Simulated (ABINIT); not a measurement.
# WC (Qusongite) (P-6m2) in ABINIT: further runs, part 2 of 2

ABINIT 10.8.3 (patched build). The steps go on from the part before.

## Step 5: Relaxation of cell and atoms, PBE

The input, run.abi:

```
# Pseudopotentials
pp_dirpath "./"
pseudos "W.upf, C.upf"

# Structure
acell 2.9065 2.9065 2.8366 Angstrom
rprim
     1.0000000000     0.0000000000     0.0000000000
    -0.5000000000     0.8660254038     0.0000000000
     0.0000000000     0.0000000000     1.0000000000
ntypat 2
znucl 74 6
natom 2
typat 1 2
chkprim 0
chksymtnons 0
tolsym 1.0e-6
xred
            0.0            0.0            0.0
            2/3            1/3            1/2

# Plane-wave basis
ecut 41.0
ecutsm 0.5

# k points
kptopt 1
ngkpt 8 8 7
nshiftk 1
shiftk 0.0 0.0 0.0

# Exchange and correlation
ixc 11

# Bands and occupations
nband 13
occopt 3
tsmear 0.00183747

# SCF cycle
nstep 80
tolvrs 1.0e-12

# Output
iomode 3
prteig 0
prtebands 0
prtwf 0
prtden 0

# Relaxation
ionmov 2
optcell 2
ntime 50
tolmxf 2.0e-5
dilatmx 1.08
```

Potentials or basis: PseudoDojo NC SR PBE v0.4.1 standard.

Run with:

```sh
$ abinit run.abi > log 2>&1
```

run.abo:

```text
.Version 10.8.3 of ABINIT
 Symmetries : space group P-6 m 2 (#187); Bravais hP (primitive hexag.)
================================================================================
 Values of the parameters that define the memory need of the present run
     intxc =       0    ionmov =       2      iscf =       7    lmnmax =       8
     lnmax =       8     mgfft =      36  mpssoang =       4    mqgrid =    3001
     natom =       2  nloc_mem =       1    nspden =       1   nspinor =       1
    nsppol =       1      nsym =      12    n1xccc =    2501    ntypat =       2
    occopt =       3   xclevel =       2
       mpw =        2261          nfft =       46656          nkpt =          40
================================================================================
================================================================================

--------------------------------------------------------------------------------
------------- Echo of variables that govern the present computation ------------
[... 638 lines left out ...]
- sigma(1 1)= -1.68290619E-03  sigma(3 2)=  0.00000000E+00
- sigma(2 2)= -1.68292128E-03  sigma(3 1)=  0.00000000E+00
- sigma(3 3)= -1.25778387E-03  sigma(2 1)=  0.00000000E+00

== END DATASET(S) ==============================================================
================================================================================

 -outvars: echo values of variables after computation  --------
            acell      5.5243017313E+00  5.5243017314E+00  5.3777146546E+00 Bohr
           etotal     -8.1887619949E+01
            fcart     -3.8993456247E-28 -2.2512882460E-28 -0.0000000000E+00
                       3.8993456247E-28  2.2512882460E-28 -0.0000000000E+00
            rprim      1.0000000000E+00  0.0000000000E+00  0.0000000000E+00
                      -4.9999999999E-01  8.6602540379E-01  0.0000000000E+00
                       0.0000000000E+00  0.0000000000E+00  1.0000000000E+00
           strten     -5.7200818608E-08 -5.7201331637E-08 -4.2751204911E-08
                       0.0000000000E+00  0.0000000000E+00  0.0000000000E+00
           xangst      2.6609774130E-28  1.5363160257E-28  0.0000000000E+00
                       1.4616672902E+00  8.4389400347E-01  1.4228820200E+00
             xred      1.2136721906E-28  6.0683609527E-29  0.0000000000E+00
                       6.6666666667E-01  3.3333333333E-01  5.0000000000E-01
 Calculation completed.
```

Run time: 1.8 min. Hardware: 1 thread of Intel Xeon Platinum 8488C (Sapphire Rapids), shared host; peak memory 0.08 GiB.

Results:

```
Free energy                            : -2228.2757 eV
Relaxed volume                         : 10.53 Å³/atom
Relaxed cell                           : a = 2.923 Å, b = 2.923 Å, c = 2.846 Å, α = 90.00°, β = 90.00°, γ = 120.00°
Space group after relaxing (to 0.05 Å) : P-6m2 (No. 187)
Energy gained by relaxing              : 2.8 meV/atom
Ionic steps                            : 5
Pressure after relaxing                : 0.0 GPa
Band gap on the k mesh                 : none (metal or under the smearing width)
```

The path:
```tsv
step	energy change (eV)	largest force (eV/Å)	pressure (GPa)	volume (Å³)
1	0.0000	0.0000	5.77	20.75
2	-0.0053	0.0000	-1.15	21.12
3	-0.0056	0.0000	-0.03	21.06
4	-0.0056	0.0000	0.01	21.06
5	-0.0056	0.0000	0.00	21.06
```

Final structure:
```yaml
crystal:
  lattice:
    - [2.92333, 0.00000, 0.00000]
    - [-1.46167, 2.53168, 0.00000]
    - [0.00000, 0.00000, 2.84576]
  atoms:
    - { symbol: W, position: [0.00000, 0.00000, 0.00000] }
    - { symbol: C, position: [0.66667, 0.33333, 0.50000] }
```

The run has no spin-orbit coupling, so splittings on W are missing. Zero-point motion and thermal expansion aren't in these numbers.

## Step 6: Single point, PBE (cell relaxed)

The input, run.abi:

```
# Pseudopotentials
pp_dirpath "./"
pseudos "W.upf, C.upf"

# Structure
acell 3*1.0
rprim
     5.5243017268     0.0000000000     0.0000000000
    -2.7621508634     4.7841856335     0.0000000000
     0.0000000000     0.0000000000     5.3777146509
ntypat 2
znucl 74 6
natom 2
typat 1 2
xcart
     0.0000000000     0.0000000000     0.0000000000
     2.7621508910     1.5947285286     2.6888573255
chkprim 0
chksymtnons 0
tolsym 1.0e-6

# Plane-wave basis
ecut 41.0

# k points
kptopt 1
ngkpt 8 8 7
nshiftk 1
shiftk 0.0 0.0 0.0

# Exchange and correlation
ixc 11

# Bands and occupations
nband 13
occopt 3
tsmear 0.05 eV

# SCF cycle
nstep 100
tolvrs 1.0e-10

# Output
iomode 3
prtwf 0
prtden 0
prteig 0
prtebands 0
enunit 2
```

Potentials or basis: PseudoDojo NC SR PBE v0.4.1 standard.

Run with:

```sh
$ abinit run.abi > log 2>&1
```

It took 21 s on 1 thread of Intel Xeon Platinum 8488C (Sapphire Rapids), shared host; peak memory 0.07 GiB.

It converged, with:

```
Free energy                                           : -2228.2758 eV
Pressure                                              : -0.1 GPa
Band gap on the k mesh                                : none (metal or under the smearing width)
Valence electrons inside the program's atomic spheres : W 10.18; C 4.05
```

Levels at points of the mesh, in eV from the Fermi level:
```tsv
k point	band 5	band 6	band 7	band 8	band 9	band 10	band 11	band 12	band 13
(0.00, 0.00, 0.00)	-14.48	-4.35	-3.42	-3.42	-0.04	3.04	3.04	5.40	5.40
(0.50, 0.00, 0.00)	-11.18	-7.11	-3.66	-3.62	-0.62	2.19	4.31	4.62	6.65
```

## Step 7: The runs side by side

| task | level | potentials or basis | cell | cutoff (eV) | cell freedom (optcell) | optimiser (ionmov) | cutoff smearing ecutsm (Ha) | force stop (Ha/bohr) | gap on the mesh (eV) | pressure (GPa) |
| --- | --- | --- | --- | --- | --- | --- | --- | --- | --- | --- |
| single point | PBEsol | PseudoDojo NC SR PBEsol v0.4 stringent | as given | 1007 | - | - | - | - | none | -3.5 |
| single point | PBE | SG15 NC PBE v1.2 | as given | 816 | - | - | - | - | none | - |
| single point | LDA | PseudoDojo NC SR LDA v0.4 stringent | as given | 1578 | - | - | - | - | none | -10.7 |
| relaxation of cell and atoms | PBE | PseudoDojo NC SR PBE v0.4.1 standard | relaxed | 1116 | 2 | 2 | 0.5 | 2e-05 | none | 0.0 |
| single point | PBE | PseudoDojo NC SR PBE v0.4.1 standard | cell relaxed | 1116 | - | - | - | - | none | -0.1 |

Alike in all rows: no spin polarisation; k mesh 8 × 8 × 7; smearing fermi-dirac 0.05 eV.

Total energies depend on the potentials used, so only differences within one code and one set of settings carry meaning.
